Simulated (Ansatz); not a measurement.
**BN (P6_3/mmc): the dielectric response by several routes**

How strongly does BN (P6_3/mmc) screen? Routes: perturbation theory, a sum over states and the RPA step of G0W0.

Program: Ansatz 0.2.0. Level of theory: linear response on PBE, plane waves, PAW. Results are calculated unless marked as measured.

**The experiments to reproduce.**

- ε∞ 4.95: in-plane, perpendicular to c, high-frequency; optical measurements (quoted from earlier work); bulk crystal (quoted in “Dielectric permittivity, conductivity and breakdown field of hexagonal boron nitride”, 2022, arxiv:2201.05826).

- ε∞ 2.86: out-of-plane, parallel to c, high-frequency; optical measurements (quoted from earlier work); bulk crystal (quoted in “Dielectric permittivity, conductivity and breakdown field of hexagonal boron nitride”, 2022, arxiv:2201.05826).

### 1. The starting structure

The structure is hexagonal, space group P6_3/mmc (No. 194). The conventional cell has a = 2.504 Å, b = 2.504 Å, c = 6.661 Å, α = 90.00°, β = 90.00°, γ = 120.00°. Nearest to B lie 3 N at 1.45 Å. Nearest to N lie 3 B at 1.45 Å. Farther neighbours and most contacts between anions are not listed.

As a file:

```cif
data_structure
_symmetry_space_group_name_H-M 'P6_3/mmc'
_symmetry_Int_Tables_number 194
_cell_length_a 2.5040
_cell_length_b 2.5040
_cell_length_c 6.6612
_cell_angle_alpha 90.000
_cell_angle_beta 90.000
_cell_angle_gamma 120.000
_cell_volume 36.17
loop_
_atom_site_label
_atom_site_type_symbol
_atom_site_symmetry_multiplicity
_atom_site_Wyckoff_symbol
_atom_site_fract_x
_atom_site_fract_y
_atom_site_fract_z
_atom_site_occupancy
B1 B 2 c 0.33333 0.66667 0.25000 1
N1 N 2 d 0.33333 0.66667 0.75000 1
```

The cell and positions come from the Crystallography Open Database and are kept as given unless a step says otherwise. The default PAW set here is soft_2. Its files were made with PBE.

### 2. Response to a homogeneous field

ε∞ sets how strongly the crystal screens. Perturbation theory gives it with local fields and without a sum over empty bands.

This step: dielectric response by perturbation theory, PBE, plane waves, PAW.

File input.yaml:

```yaml
crystal:
  lattice:
    - [2.50399, 0.0, 0.0]
    - [-1.251995, 2.1685189508, 0.0]
    - [0.0, 0.0, 6.6612]
  atoms:
    - { symbol: B, position: [0.3333333333, 0.6666666667, 0.25] }
    - { symbol: B, position: [0.6666666667, 0.3333333333, 0.75] }
    - { symbol: "N", position: [0.3333333333, 0.6666666667, 0.75] }
    - { symbol: "N", position: [0.6666666667, 0.3333333333, 0.25] }
kpoints:
  mp_grid: { grid: [9, 9, 4] }
hamiltonian:
  xc: pbe
scf:
  occupations: { method: fixed }
dielectric: {}
```

Run with:

```console
$ ansatz run input.yaml --threads 2 --pin off --max-ram 92160MiB --backend cuda --events-out ev --progress --plain --runs-dir out --devices 1 --max-vram 13GiB  # rebuilt from the run's record
```

Numbers of over 12 decimals in the logs are rounded to 6 here.

The program printed:

```text
GPUs: using 1 of 1 available (devices: 1).
Engine: ansatz 0.2.0, x86_64-unknown-linux-gnu
Pseudopotentials: kind: paw
Pseudopotential: B, paw, valence charge 3, recommended cutoff 420 eV (normal), B.paw.azcp
Pseudopotential: N, paw, valence charge 5, recommended cutoff 420 eV (normal), N.paw.azcp
Functional definition: PBE
  parameter kappa = 0.804
  parameter beta = 0.066725
  exchange = pbe_x(kappa = kappa, mu = beta*pi^2/3)
  correlation = pbe_c(beta = beta)
device memory: the entry about to start is reckoned to put 0.9 GiB on a device that reports 68.4 GiB free (of which the cap on the GPU budget leaves the run 13.0 GiB)
GPU FFT provider: cuFFT
GPU libraries: cuBLAS 13.8.2, cuFFT 12.4.0, cuSOLVER 12.3.4
Crystal: 4 atoms, lattice volume = 36.170 Å³
Basis set: ecut = 420 eV, 713 PW (Γ), exchange–correlation on 36×36×96 points (8 copies of the dense FFT grid, shifted against one another)
Bands: 12, of which v1, the nominal top of the filled ones, is band 8 counted from 1 (7 counted from 0)
Symmetry: 24 space group operations
k-points: 95 of 324 (irreducible under 2 space group operations, time reversal used)
Non-local potential: B, projectors of the file, l = 0: 2, l = 1: 2, l = 2: 1
Non-local potential: N, projectors of the file, l = 0: 2, l = 1: 2, l = 2: 1
PAW form: soft (Blöchl's): semilocal exchange-correlation on the pseudo side does not see the compensation charge
PAW one-centre angular grid: B, 110 points (default); XC on 64 Gauss nodes
PAW one-centre angular grid: N, 110 points (default); XC on 64 Gauss nodes
Initial density: superposition of atomic densities (neutral atoms: chi_scale 0, normalization atom), corrected by the library's trained network
Initial wavefunctions: pseudopotential atomic-orbital guess
GPU buffer pool allocated for 15552 grid points (all kernels)
GPU transforms: local potential and band sums: pruned to the plane-wave sphere, on 18×18×45
Functional: x = pbe(κ = 0.804, μ = 0.219515), c = pbe(β = 0.066725)
SCF iter   1: F=—  HF=-1084.808013 eV  |F-HF|=—  |Δ(HF+E_count)|=         —  Δρ=1.51e-3  dr2=2.19e-4  ethr=1.77e-3  ⟨swp⟩=5.0  Hψ=6255  notcnv=0  defer=168
preconditioner: auto → none  [insulator: Δε(μ)=4.398 eV  Ē_g=15.829 eV  n_scr=4 (ndim 8)  ℏωp=24.7 eV  f_vac=0.024  ε∞_Penn≈3.4]
SCF iter   2: F=—  HF=-1084.809067 eV  |F-HF|=—  |Δ(HF+E_count)|=   1.05e-3  Δρ=7.50e-4  dr2=4.22e-5  ethr=1.37e-6  ⟨swp⟩=2.2  Hψ=2797  notcnv=0  defer=190
SCF iter   3: F=—  HF=-1084.809365 eV  |F-HF|=—  |Δ(HF+E_count)|=   2.98e-4  Δρ=3.49e-4  dr2=8.64e-6  ethr=2.64e-7  ⟨swp⟩=2.0  Hψ=1978  notcnv=0  defer=179
SCF iter   4: F=—  HF=-1084.809441 eV  |F-HF|=—  |Δ(HF+E_count)|=   7.59e-5  Δρ=1.86e-5  dr2=4.15e-8  ethr=5.40e-8  ⟨swp⟩=2.0  Hψ=2025  notcnv=0  defer=140
SCF iter   5: F=—  HF=-1084.809445 eV  |F-HF|=—  |Δ(HF+E_count)|=   4.22e-6  Δρ=4.15e-6  dr2=3.52e-9  ethr=2.60e-10  ⟨swp⟩=2.0  Hψ=1896  notcnv=0  defer=19
SCF iter   6: F=-1084.809445 eV  HF=-1084.809445 eV  |F-HF|=1.32e-10  |Δ(HF+E_count)|=   9.47e-9  Δρ=5.24e-7  dr2=5.70e-11  ethr=1.00e-12  ⟨swp⟩=2.7  Hψ=5433  notcnv=0
SCF 1 converged in 6 iterations: F = -1084.809445 eV  dr2 = 5.70e-11
  greatest PAW one-centre occupation: 0.797 electrons in one spin orbital (limit 2), on the N atom at site 3 (counted from 0), in its partial waves of l = 0
the response reads at least the filled bands of the reference SCF and the lowest empty band at each k-point, and that SCF's band table does not vouch for those bands. The notice of the band table in this run's record says why
device memory: the entry about to start is reckoned to put 0.3 GiB on a device that reports 70.2 GiB free (of which the cap on the GPU budget leaves the run 13.0 GiB)
NSCF: frozen V_eff on 1 k-points
device memory: the entry about to start is reckoned to put 0.3 GiB on a device that reports 70.1 GiB free (of which the cap on the GPU budget leaves the run 13.0 GiB)
NSCF: frozen V_eff on 1 k-points
device memory: the entry about to start is reckoned to put 0.3 GiB on a device that reports 70.1 GiB free (of which the cap on the GPU budget leaves the run 13.0 GiB)
NSCF: frozen V_eff on 1 k-points
device memory: the entry about to start is reckoned to put 0.3 GiB on a device that reports 70.1 GiB free (of which the cap on the GPU budget leaves the run 13.0 GiB)
NSCF: frozen V_eff on 1 k-points
device memory: the entry about to start is reckoned to put 0.1 GiB on a device that reports 70.1 GiB free (of which the cap on the GPU budget leaves the run 13.0 GiB)
device memory: the entry about to start is reckoned to put 0.6 GiB on a device that reports 70.1 GiB free (of which the cap on the GPU budget leaves the run 13.0 GiB)
DFPT response loops at Γ: preconditioner auto → Resta (q_TF=auto, 2.382 Å⁻¹)  ε∞=3.7 (no band partly filled); β = 1.00, the filter's whole step (`scf.mixing.beta` (0.50) is not read by the response loops at its default; to damp them type it under 1.00, their step now; it binds the ground state too); Broyden in place of MSR1
── the response to a field inside a basis, on 10×10×4 k-points: an SCF that follows is theirs, and a resumed run solves both again ──
device memory: the entry about to start is reckoned to put 0.2 GiB on a device that reports 59.8 GiB free (of which the cap on the GPU budget leaves the run 13.0 GiB)
GPU FFT provider: cuFFT
GPU libraries: cuBLAS 13.8.2, cuFFT 12.4.0, cuSOLVER 12.3.4
Bands: 9, of which v1, the nominal top of the filled ones, is band 8 counted from 1 (7 counted from 0)
k-points: 60 of 400 (irreducible under 8 space group operations)
Initial density: handed on by an earlier stage of this run
Initial wavefunctions: pseudopotential atomic-orbital guess (no wavefunctions were taken with the density)
GPU buffer pool allocated for 15552 grid points (all kernels)
GPU transforms: band sums: pruned to the plane-wave sphere, on 18×18×45
Eigensolver: Dense (60 Hₖ)
SCF iter   1: F=—  HF=-1084.814001 eV  |F-HF|=—  |Δ(HF+E_count)|=         —  Δρ=3.89e-4  dr2=7.55e-6  ethr=1.00e-1
preconditioner: auto → none  [insulator: Δε(μ)=4.383 eV  Ē_g=13.238 eV  n_scr=4 (ndim 8)  ℏωp=24.7 eV  f_vac=0.021  ε∞_Penn≈4.5]
SCF iter   2: F=—  HF=-1084.814010 eV  |F-HF|=—  |Δ(HF+E_count)|=   8.94e-6  Δρ=1.87e-4  dr2=1.92e-6  ethr=4.72e-8
SCF iter   3: F=—  HF=-1084.814014 eV  |F-HF|=—  |Δ(HF+E_count)|=   3.53e-6  Δρ=6.18e-5  dr2=6.54e-7  ethr=1.20e-8
SCF iter   4: F=-1084.814014 eV  HF=-1084.814014 eV  |F-HF|=2.73e-9  |Δ(HF+E_count)|=   1.67e-8  Δρ=6.28e-6  dr2=4.87e-9  ethr=4.08e-9
SCF 1 converged in 4 iterations: F = -1084.814014 eV  dr2 = 4.87e-9
  greatest PAW one-centre occupation: 0.797 electrons in one spin orbital (limit 2), on the N atom at site 2 (counted from 0), in its partial waves of l = 0
device memory: the entry about to start is reckoned to put 0.1 GiB on a device that reports 57.4 GiB free (of which the cap on the GPU budget leaves the run 13.0 GiB)
device memory: the entry about to start is reckoned to put 0.8 GiB on a device that reports 62.2 GiB free (of which the cap on the GPU budget leaves the run 12.9 GiB)
DFPT response loops at Γ: mixed as the last ones told, above
SCF converged after 6 iterations
Free energy (F): -1084.809445 eV
Harris-Foulkes:  -1084.809445 eV  (|F-HF|=1.32e-10)
Internal energy: -1084.809445 eV  (E = F + TS)
E sigma→0 (E₀):  -1084.809445 eV
Fermi energy:    4.711825 eV
--- Per-component energies (eV) ---
  E_band       = -38.483288
  E_kinetic    = 366.915657
  E_local      = -696.310861  (includes V_loc(G=0)·N_el)
  E_nonlocal   = 115.663978
  E_hartree    = 224.896252
  E_xc         = -184.452104
  E_vxc        = -228.846596  (∫ρ·V_xc dr)
  E_paw        = -413.647347  (= ΣΔE_a)
  E_vpaw       = -45.698279  (= ΣTr[D̂ρ^β])
  E_aug_tail   = 0.000204  (compensation charges beyond the density's cutoff)
  E_ewald      = -497.875223
  E_smearing   = -0.000000  (= −TS)
  E_closure    = 0.000000  (closes the sum)
  Σ components = -1084.809445   (vs F -1084.809445, Δ=0.00e0)
--- Band table (eV; the first three rows and the last of 95) ---
  k-point 0: bands = [... 4 lower, 3.3832, 3.3832, 3.4180, 3.4180, 9.9557, 14.9918, 16.2894, 16.2894]
  k-point 1: bands = [... 4 lower, 3.3886, 3.3886, 3.4135, 3.4135, 10.6484, 14.0936, 16.3068, 16.3068]
  k-point 2: bands = [... 4 lower, 3.4008, 3.4008, 3.4008, 3.4008, 12.3017, 12.3017, 16.3486, 16.3486]
  k-point 94: bands = [... 4 lower, -0.5222, -0.5222, 2.8896, 2.8896, 11.1728, 11.1728, 16.3434, 16.3434]
--- Dielectric response (ions clamped): 3 representative field directions + reference, inside a basis on a mesh of 400 k-points (Σ response iterations 12) ---
  ε∞ (high-frequency dielectric tensor):
        4.736791     0.000000     0.000000
        0.000000     4.736791    -0.000000
        0.000000    -0.000000     2.675680
  Born effective charges Z* (e; rows j = field, columns β = displacement):
    site 0:
         2.71466    0.00000    0.00000
        -0.00000    2.71466   -0.00000
         0.00000   -0.00000    0.73820
    site 1:
         2.71466   -0.00000    0.00000
        -0.00000    2.71466   -0.00000
         0.00000   -0.00000    0.73820
    site 2:
        -2.71466   -0.00000   -0.00000
         0.00000   -2.71466    0.00000
        -0.00000    0.00000   -0.73820
    site 3:
        -2.71466    0.00000   -0.00000
         0.00000   -2.71466    0.00000
        -0.00000    0.00000   -0.73820
  Z* charge neutrality: 1.375e-3 e pre-enforcement
  solved inside a basis spanned on kpoints, on 10×10×4 k-points, its susceptibility summed on 14×14×4: ε∞ is read to err by 1.7e-2, Z* by 1.3e-2 e (field_mesh: kpoints solves on kpoints); Z* is corrected for what the basis lacks
```

Wall time 14 s (1 × NVIDIA H100 80GB HBM3 (shared by 6 runs) with 2 threads of AMD EPYC 7R13 (Zen 3), shared host); peak memory 1.2 GiB.

Numbers from this step:

- stated error of ε∞: 0.017

One over ε∞ averages 0.27, near the quarter of exact exchange in PBE0.

High-frequency dielectric tensor:

```
4.74 0.00 0.00
0.00 4.74 0.00
0.00 0.00 2.68
```

Born effective charge (e), principal values of the symmetric part by kind of site:

| atom | atoms with these values | low | middle | high | mean |
| --- | --- | --- | --- | --- | --- |
| B1 | 2 | 0.74 | 2.71 | 2.71 | 2.06 |
| N3 | 2 | -2.71 | -2.71 | -0.74 | -2.06 |

In full for N3:

```
-2.71  0.00  0.00
 0.00 -2.71  0.00
 0.00  0.00 -0.74
```

### 3. Independent-particle spectrum

The independent-particle spectrum shows where the oscillator strength lies, before excitons and local fields.

This step: independent-particle optics on PBE, plane waves, PAW.

input.yaml, as its differences from that of step 2:

```diff
@@ -11,3 +11,3 @@
 kpoints:
-  mp_grid: { grid: [9, 9, 4] }
+  mp_grid: { grid: [12, 12, 4] }
 hamiltonian:
@@ -16,2 +16,4 @@
   occupations: { method: fixed }
-dielectric: {}
+  n_extra_bands: 24
+output:
+  optics: { e_range: [0, 25], de: 0.1, sigma: 0.2 }
```

The program printed:

```text
[...]
GPUs: using 1 of 1 available (devices: 1).
[...]
GPU FFT provider: cuFFT
GPU libraries: cuBLAS 13.8.2, cuFFT 12.4.0, cuSOLVER 12.3.4
Crystal: 4 atoms, lattice volume = 36.170 Å³
Basis set: ecut = 420 eV, 713 PW (Γ)
Bands: 32, of which v1, the nominal top of the filled ones, is band 8 counted from 1 (7 counted from 0)
Symmetry: 24 space group operations
[...]
k-points: 57 of 576
[...]
GPU buffer pool allocated for 14580 grid points (all kernels)
[...]
SCF iter   1: F=—  HF=-1084.807247 eV  |F-HF|=—  |Δ(HF+E_count)|=         —  Δρ=1.45e-3  dr2=2.19e-4  ethr=1.77e-3  ⟨swp⟩=4.0  Hψ=6319  notcnv=0  defer=1196
[...]
SCF iter   8: F=-1084.809376 eV  HF=-1084.809376 eV  |F-HF|=1.36e-12  |Δ(HF+E_count)|=  2.93e-11  Δρ=1.29e-7  dr2=2.32e-12  ethr=1.00e-12  ⟨swp⟩=7.0  Hψ=10679  notcnv=0
SCF 1 converged in 8 iterations: F = -1084.809376 eV  dr2 = 2.32e-12
[...]
Optics k sum: 0 of 57 k-points
Optics k sum: 3 of 57 k-points
[...]
Optics k sum: 57 of 57 k-points
[...]
SCF converged after 8 iterations
Free energy (F): -1084.809376 eV
[...]
Internal energy: -1084.809376 eV  (E = F + TS)
E sigma→0 (E₀):  -1084.809376 eV
Fermi energy:    4.711829 eV
[...]
--- Band table (eV; the first three rows and the last of 57) ---
  k-point 0: bands = [... 4 lower, 3.3832, 3.3832, 3.4180, 3.4180, 9.9558, 14.9919, 16.2894, 16.2894, ... 20 higher]
  k-point 1: bands = [... 4 lower, 3.3886, 3.3886, 3.4135, 3.4135, 10.6485, 14.0937, 16.3068, 16.3068, ... 20 higher]
  k-point 2: bands = [... 4 lower, 3.4008, 3.4008, 3.4008, 3.4008, 12.3018, 12.3018, 16.3486, 16.3486, ... 20 higher]
  k-point 56: bands = [... 4 lower, -2.4373, -2.4373, 4.7118, 4.7118, 9.3589, 9.3589, 16.7361, 16.7361, ... 20 higher]
```

It took 25 s on 1 × NVIDIA H100 80GB HBM3 (shared by 6 runs) with 2 threads; peak memory 1.1 GiB.

This step gave:

```
ε∞ without local fields (xx, yy, zz)                                   : 4.834, 4.834, 3.006
electrons in the f-sum (xx, yy, zz)                                    : 13.33, 13.33, 12.24
bands in the explicit sum (the static value is completed to all bands) : 32
```

The sum gives ε∞ = 4.83 and 3.01 without local fields.

(Continued in part 2 of 2.)

[Paths, hosts, dates, memory and timing lines, banners, echoed tables and standing remarks are left out of the program output.]

[Logs are printed without paths, hosts, clocks, repeated set-up lines and the standing remarks that a program may print on its own settings, such as how far it seeks lower states.]

[Runs of the session that timed out or met a known fault of the program may be left out.]

[Cells called generated may have been cut or substituted from an entry of the Crystallography Open Database or the Materials Project.]

[Hosts, paths, dates, database ids (printed as entryN), source tags and the programs' standing remarks are cut or masked in the printed files.]
